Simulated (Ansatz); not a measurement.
**Eigenvalues along a path: HgSe**

```xyz
2
Lattice="0.0000 2.4899 2.4899 2.4899 0.0000 2.4899 2.4899 2.4899 0.0000" Properties=species:S:1:pos:R:3 pbc="T T T"
Hg    0.0000    0.0000    0.0000
Se    1.2450    1.2450    1.2450
```

The base volume is that of a database entry, with shape and atoms relaxed on PAW files at held volume, so it needn't be at zero pressure; the structure needn't be the stable phase, at rest or compressed.

All numbers are LDA results (scalar-relativistic) from Ansatz 0.2.0, with a Γ-centred 8×8×8 k mesh, Fermi–Dirac smearing of 0.03 eV, no spin polarisation. Methods: LAPW: all electrons, basis error target 1 meV/atom.

This run: volume at 0.55 of the series' base cell.

Spin–orbit coupling is left out, which matters for the heavy atoms.

Path points, in fractions of the reciprocal vectors: Γ (0.000, 0.000, 0.000), X (-0.500, -0.500, 0.000), U (-0.375, -0.375, 0.250), K (-0.375, 0.000, 0.375), L (0.000, 0.000, 0.500), W (-0.500, -0.250, 0.250). The distance column jumps between branches of the path. Levels in eV from the Fermi level; bands 29 to 42, counted from the lowest band of the run. The gap is zero, the pressure 146.4 GPa.

```
# k(1/Å) point b29 b30 b31 b32 b33 b34 b35 b36 b37 b38 b39 b40 b41 b42
0.000 Γ -20.47 -13.36 -13.36 -13.36 -11.20 -11.20 -0.95 -0.02 -0.02 -0.02 3.83 3.83 3.83 9.06
0.210 - -20.35 -13.41 -13.28 -13.28 -11.26 -11.17 -1.54 -0.69 -0.69 0.62 3.13 4.39 4.39 9.16
0.421 - -20.01 -13.54 -13.07 -13.07 -11.40 -11.09 -2.63 -2.07 -2.07 1.31 2.26 5.58 5.58 7.74
0.631 - -19.53 -13.67 -12.73 -12.73 -11.52 -10.98 -4.23 -3.56 -3.56 1.01 2.52 7.06 7.06 7.45
0.841 - -19.02 -13.73 -12.31 -12.31 -11.44 -10.87 -6.17 -4.89 -4.89 0.95 2.48 8.40 8.81 8.81
1.051 - -18.65 -13.73 -11.92 -11.92 -10.96 -10.79 -8.04 -5.86 -5.86 1.18 2.14 9.76 10.27 10.81
1.262 X -18.51 -13.73 -11.76 -11.76 -10.76 -10.28 -9.22 -6.23 -6.23 1.40 1.88 10.12 10.45 12.50
1.336 - -18.51 -13.71 -11.77 -11.77 -10.77 -10.24 -9.26 -6.28 -6.19 1.46 1.95 9.96 10.30 12.44
1.410 - -18.51 -13.66 -11.80 -11.80 -10.80 -10.12 -9.38 -6.41 -6.08 1.55 2.17 9.58 9.92 12.21
1.485 - -18.51 -13.58 -11.85 -11.83 -10.84 -9.94 -9.55 -6.60 -5.90 1.63 2.59 9.12 9.43 11.82
1.559 - -18.52 -13.48 -11.92 -11.85 -10.90 -9.91 -9.61 -6.81 -5.67 1.69 3.15 8.66 8.91 11.32
1.633 - -18.53 -13.37 -12.00 -11.83 -10.96 -10.19 -9.37 -7.01 -5.38 1.75 3.75 8.21 8.45 10.78
1.708 U -18.56 -13.26 -12.09 -11.77 -11.03 -10.53 -9.09 -7.18 -5.05 1.83 4.31 7.79 8.11 10.23
2.480 K -18.56 -13.26 -12.09 -11.77 -11.03 -10.53 -9.09 -7.18 -5.05 1.83 4.31 7.79 8.11 10.23
2.704 - -18.71 -13.02 -12.39 -11.83 -11.21 -11.16 -8.24 -7.18 -3.91 2.14 4.66 6.77 7.83 9.56
2.927 - -19.02 -12.95 -12.69 -12.66 -11.34 -10.90 -7.31 -6.14 -2.65 2.55 3.80 6.02 6.38 9.65
3.150 - -19.48 -13.24 -12.95 -12.92 -11.37 -11.00 -5.62 -4.61 -1.49 2.23 3.67 5.06 5.32 8.83
3.373 - -19.97 -13.40 -13.16 -13.09 -11.32 -11.14 -3.60 -2.76 -0.61 1.20 3.75 4.56 4.66 9.00
3.596 - -20.33 -13.38 -13.30 -13.28 -11.24 -11.19 -1.83 -0.86 -0.14 0.34 3.62 4.01 4.35 9.78
3.819 Γ -20.47 -13.36 -13.36 -13.36 -11.20 -11.20 -0.95 -0.02 -0.02 -0.02 3.83 3.83 3.83 9.06
4.001 - -20.38 -13.37 -13.32 -13.32 -11.21 -11.21 -1.65 -0.25 -0.25 0.10 3.74 4.05 4.05 9.61
4.183 - -20.13 -13.38 -13.21 -13.21 -11.22 -11.22 -3.35 -0.82 -0.82 0.37 3.83 4.56 4.56 9.56
4.365 - -19.77 -13.28 -13.08 -13.08 -11.21 -11.21 -5.40 -1.52 -1.52 0.53 4.44 5.04 5.04 9.25
4.547 - -19.40 -12.98 -12.98 -12.96 -11.14 -11.14 -7.42 -2.20 -2.20 0.50 5.29 5.29 5.42 9.27
4.729 - -19.12 -12.93 -12.93 -12.34 -11.04 -11.04 -9.16 -2.69 -2.69 0.41 5.37 5.37 6.27 9.78
4.911 L -19.02 -12.91 -12.91 -11.80 -10.99 -10.99 -10.09 -2.87 -2.87 0.37 5.38 5.38 6.55 10.25
5.060 - -18.99 -12.92 -12.87 -11.87 -11.00 -10.90 -10.06 -3.35 -3.01 0.76 4.86 5.53 7.28 9.99
5.209 - -18.90 -12.93 -12.76 -11.94 -11.06 -10.75 -9.88 -4.38 -3.43 1.54 4.33 5.86 8.19 9.74
5.357 - -18.77 -12.93 -12.66 -11.87 -11.20 -10.65 -9.52 -5.54 -4.07 2.39 4.12 6.00 8.39 10.30
5.506 - -18.64 -12.93 -12.57 -11.66 -11.41 -10.50 -9.07 -6.66 -4.80 3.24 4.18 5.74 7.87 10.91
5.655 - -18.55 -12.95 -12.39 -11.79 -11.37 -10.19 -8.72 -7.54 -5.43 3.83 4.61 5.45 6.89 12.09
5.804 W -18.52 -12.96 -12.18 -12.03 -11.31 -9.94 -8.71 -7.82 -5.70 3.99 4.95 5.71 6.02 13.09
5.909 - -18.51 -13.05 -12.16 -11.97 -11.26 -9.91 -8.91 -7.62 -5.73 3.61 4.38 6.16 6.64 13.11
6.014 - -18.51 -13.24 -12.10 -11.87 -11.13 -9.83 -9.27 -7.24 -5.80 2.96 3.58 7.05 7.62 13.14
6.119 - -18.51 -13.44 -12.01 -11.81 -10.97 -9.68 -9.65 -6.85 -5.92 2.34 2.87 8.04 8.59 12.97
6.224 - -18.51 -13.60 -11.90 -11.78 -10.85 -9.97 -9.48 -6.52 -6.05 1.84 2.33 9.01 9.47 12.75
6.329 - -18.51 -13.70 -11.80 -11.76 -10.78 -10.20 -9.30 -6.30 -6.18 1.52 2.00 9.79 10.16 12.58
6.434 X -18.51 -13.73 -11.76 -11.76 -10.76 -10.28 -9.22 -6.23 -6.23 1.40 1.88 10.12 10.45 12.50
```
